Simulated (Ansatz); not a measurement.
A 2-atom cell of BeTe started from a crystallographic database, relaxed with r2SCAN: 9 runs in the PAW code Ansatz, each a construction of maximally localised Wannier functions. The symmetry is F-43m (No. 216, cubic); conventional cell a = 5.657 Å, 22.63 Å³ an atom. Around Be lie 4 Te at 2.45 Å; around Te lie 4 Be at 2.45 Å. Calculated for a static, non-magnetic cell.

```
CELL_PARAMETERS angstrom
0.00000 2.82862 2.82862
2.82862 0.00000 2.82862
2.82862 2.82862 0.00000
ATOMIC_POSITIONS crystal
Be 0.00000 0.00000 0.00000
Te 0.25000 0.25000 0.25000
```

Windows count from the top of the filled bands; a dash means that no such window was set (without an outer window there is no disentanglement). Rows marked drawn have settings drawn at random (some not listed).

| functional | SCF mesh | trial orbitals | functions | mesh | window (eV) | frozen (eV) | settings | Ω total (Å²) | Ω invariant (Å²) | largest spread (Å²) | least projectability | interpolation miss of the model's filled bands (eV, to the nearest computed level) |
| --- | --- | --- | --- | --- | --- | --- | --- | --- | --- | --- | --- | --- |
| PBE | 6×6×6 | Te s, Te p | 4 | 6×6×6 | – | – | chosen | 7.40 | 6.66 | 1.85 | 0.87 | 0.068 |
| PBE | 6×6×6 | Te s, Te p | 4 | 4×4×4 | – | – | chosen | 6.63 | 5.87 | 1.66 | 0.89 | 0.210 |
| PBE | 6×6×6 | Te p | 3 | 6×6×6 | – | – | drawn | 8.49 | 8.17 | 2.83 | 0.75 | 0.066 |
| r2SCAN | 6×6×6 | Te s, Te p | 4 | 6×6×6 | – | – | chosen | 7.26 | 6.50 | 1.81 | 0.88 | 0.061 |
| r2SCAN | 6×6×6 | Te p | 3 | 6×6×6 | – | – | chosen | 8.34 | 8.04 | 2.78 | 0.75 | 0.059 |
| HSE06 | 6×6×6 | Te s, Te p | 4 | 6×6×6 | – | – | chosen | 7.19 | 6.45 | 1.80 | 0.88 | – |
| PBE | 6×6×6 | Te p | 3 | 4×4×4 | – | – | drawn | 7.56 | 7.24 | 2.52 | 0.74 | 0.205 |

Question: Estimate from these rows what the further settings give.
```json
{"functional": "PBE", "SCF mesh": "6×6×6", "trial orbitals": "Te s, Te p", "functions": "4", "mesh": "8×8×8", "window (eV)": "–", "frozen (eV)": "–", "settings": "chosen"}
{"functional": "PBE", "SCF mesh": "6×6×6", "trial orbitals": "Te s, Te p (loose tolerance)", "functions": "4", "mesh": "6×6×6", "window (eV)": "–", "frozen (eV)": "–", "settings": "drawn"}
```

Answer:

| functional | SCF mesh | trial orbitals | functions | mesh | window (eV) | frozen (eV) | settings | Ω total (Å²) | Ω invariant (Å²) | largest spread (Å²) | least projectability | interpolation miss of the model's filled bands (eV, to the nearest computed level) |
| --- | --- | --- | --- | --- | --- | --- | --- | --- | --- | --- | --- | --- |
| PBE | 6×6×6 | Te s, Te p | 4 | 8×8×8 | – | – | chosen | 7.72 | 7.02 | 1.93 | 0.86 | 0.022 |
| PBE | 6×6×6 | Te s, Te p (loose tolerance) | 4 | 6×6×6 | – | – | drawn | 7.40 | 6.66 | 1.85 | 0.87 | 0.068 |

A dash in the last column means that the miss wasn't evaluated.

For Te s, Te p with PBE the spread goes 6.63 Å² (4×4×4), 7.40 Å² (6×6×6), 7.72 Å² (8×8×8): finite differences on a coarse mesh understate it.

Spin-orbit coupling is left out, which matters wherever the heavy atoms make up the band edges.
